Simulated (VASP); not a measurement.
**H15C4N: single point with PBE+D3(BJ)**

The system is H15C4N.

```xyz
40
Lattice="7.6403 0.0000 0.0000 0.0000 7.6403 0.0000 0.0000 0.0000 7.6403" Properties=species:S:1:pos:R:3 pbc="T T T"
N     5.7057    1.6911    5.9401
N     4.7754    6.7377    4.5102
H     6.5281    1.5993    6.5408
H     5.5418    2.6919    5.8304
H     4.9067    1.3309    6.4726
H     5.0373    7.4661    3.8441
H     5.4215    6.8650    5.2907
H     5.0105    5.8383    4.0756
H     1.7188    1.0982    4.7456
H     2.6760    2.0496    3.6166
H     1.8383    2.8361    4.9522
H     0.5453    3.2043    2.8223
H     0.4288    1.4580    2.5688
H    -0.4111    2.2098    3.9311
H     5.8310    6.2441    0.8571
H     6.2520    5.8597   -0.8101
H     5.3493    4.6880    0.1451
H     7.7541    3.9850   -0.0087
H     8.2828    5.5379    0.6456
H     7.3789    4.4038    1.6605
H     3.0598    3.9893    1.4372
H     2.3055    2.4065    1.6468
H     4.0505    2.5193    1.3807
H     2.8303    1.7959   -0.7344
H     1.8623    3.2643   -0.6656
H     3.5896    3.3812   -0.9775
H    -0.5271    5.0502    5.0764
H     1.0339    4.3385    4.6526
H     0.8751    5.2966    6.1243
H     2.0069    6.6515    4.3777
H     0.6011    6.4490    3.2986
H     0.4287    7.3484    4.8130
C     1.7517    2.0457    4.2041
C     0.5102    2.2371    3.3369
C     6.1496    5.4359    0.1911
C     7.4611    4.8097    0.6496
C     3.0803    2.9464    1.0988
C     2.8328    2.8397   -0.3989
C     0.5558    5.2194    5.0852
C     0.9233    6.4862    4.3451
```

The cell was built by a generator and needn't be a form met in nature.

| Property | Result |
| --- | --- |
| Program | VASP 6.6.1 |
| Task | single point |
| Functional | PBE |
| Dispersion | D3(BJ) |
| Potentials or basis | VASP PAW PBE potentials, release 64 (N, H, C) |
| Cutoff | 520 eV |
| k mesh | 1 × 1 × 1 |
| Occupations | fermi-dirac, width 0.02 eV |
| Spin | no spin polarisation |
| Dipole correction | no |
| Further INCAR settings | LREAL = Auto; ALGO = Fast; EDIFF = 1e-07; NBANDS = 62 |

```
Pressure                   : 1.0 GPa
Largest force              : 0.255 eV/Å
Band gap on the k mesh     : 4.35 eV, direct
Dispersion energy per atom : -0.034 eV
```

Forces in eV/Å, atoms in the order of the input:
```
N    0.032 -0.105  0.164
N   -0.054 -0.234 -0.086
H   -0.018  0.019  0.000
H    0.017  0.025  0.006
H    0.171  0.079 -0.115
H   -0.010  0.019  0.014
H   -0.053  0.020 -0.094
H   -0.048  0.159  0.049
H    0.035 -0.003  0.050
H    0.071  0.008 -0.036
H    0.063  0.007 -0.013
H   -0.015 -0.014 -0.019
H   -0.010 -0.077 -0.060
H   -0.033 -0.060  0.057
H   -0.081  0.073  0.136
H    0.017  0.064 -0.099
H   -0.094 -0.002  0.068
H   -0.022 -0.062  0.009
H    0.022  0.014  0.044
H   -0.055  0.015  0.109
H    0.014  0.065  0.051
H    0.017 -0.010 -0.007
H    0.110 -0.012  0.037
H   -0.001 -0.066 -0.022
H   -0.061  0.034  0.002
H    0.014  0.056 -0.071
H   -0.115 -0.069 -0.021
H    0.021  0.102 -0.076
H    0.056 -0.064  0.093
H    0.002 -0.007 -0.063
H   -0.003  0.032 -0.138
H   -0.033  0.000 -0.094
C   -0.104 -0.076 -0.015
C    0.107 -0.018  0.064
C    0.045 -0.044  0.042
C   -0.126  0.088  0.044
C   -0.023 -0.034 -0.083
C    0.052  0.039  0.130
C    0.049  0.076 -0.066
C    0.041 -0.034  0.007
```

Stress tensor (GPa, compression positive):
```
 0.53 -0.13 -0.27
-0.13  1.05 -0.18
-0.27 -0.18  1.47
```

Levels at points of the mesh, in eV from the valence-band top:
```tsv
k point	band 32	band 33	band 34	band 35	band 36	band 37	band 38	band 39	band 40	band 41
(0.00, 0.00, 0.00)	-1.94	-1.72	-1.68	-0.39	0.00	4.35	5.96	6.16	6.53	6.75
```

Run time: 92 s on 1 thread of Intel(R) Xeon(R) Platinum 8488C (Sapphire Rapids), on a shared host, peak memory 0.49 GiB.

PBE gaps usually lie below the measured ones, often by a third to a half.
